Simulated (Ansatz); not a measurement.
Na2S built on the antifluorite prototype, relaxed with r2SCAN: 9 runs in the plane-wave code Ansatz, each a construction of maximally localised Wannier functions. The symmetry is Fm-3m (No. 225, cubic); conventional cell a = 6.511 Å, 23.00 Å³ an atom. S has 8 Na at 2.82 Å; Na has 4 S at 2.82 Å. Calculated for a static, non-magnetic cell.

```xyz
3
Lattice="0.0000 3.2554 3.2554 3.2554 0.0000 3.2554 3.2554 3.2554 0.0000" Properties=species:S:1:pos:R:3 pbc="T T T"
S     0.0000    0.0000    0.0000
Na    1.6277    1.6277    1.6277
Na    4.8831    4.8831    4.8831
```

Windows count from the top of the filled bands; a dash means that no such window was set (without an outer window there is no disentanglement). Rows marked drawn have settings drawn at random (some not listed).

```tsv
functional	SCF mesh	trial orbitals	functions	mesh	window (eV)	frozen (eV)	settings	Ω total (Å²)	Ω invariant (Å²)	largest spread (Å²)	least projectability	interpolation miss of the model's filled bands (eV, to the nearest computed level)
PBE	6×6×6	S s, S p	4	4×4×4	–	–	chosen	5.86	4.82	1.47	0.93	0.049
PBE	6×6×6	S s, S p	4	6×6×6	–	–	chosen	6.15	5.08	1.54	0.93	0.011
PBE	6×6×6	S p	3	4×4×4	–	–	chosen	5.77	5.72	1.92	0.93	0.049
r2SCAN	6×6×6	S s, S p	4	4×4×4	–	–	chosen	5.73	4.68	1.43	0.94	0.038
r2SCAN	6×6×6	S p	3	4×4×4	–	–	chosen	5.64	5.59	1.88	0.94	0.038
HSE06	4×4×4	S s, S p	4	4×4×4	–	–	chosen	5.70	4.66	1.42	0.95	–
HSE06	4×4×4	S p	3	4×4×4	–	–	chosen	5.61	5.57	1.87	0.94	–
PBE	6×6×6	S p	3	3×3×3	–	–	drawn	5.37	5.31	1.79	0.94	0.150
PBE	6×6×6	S s, S p (plain search)	4	4×4×4	–	–	drawn	6.85	4.82	1.93	0.93	0.049
```

A dash in the last column means that the miss wasn't evaluated.

For S s, S p with PBE the spread goes 5.86 Å² (4×4×4), 6.15 Å² (6×6×6): finite differences on a coarse mesh understate it.
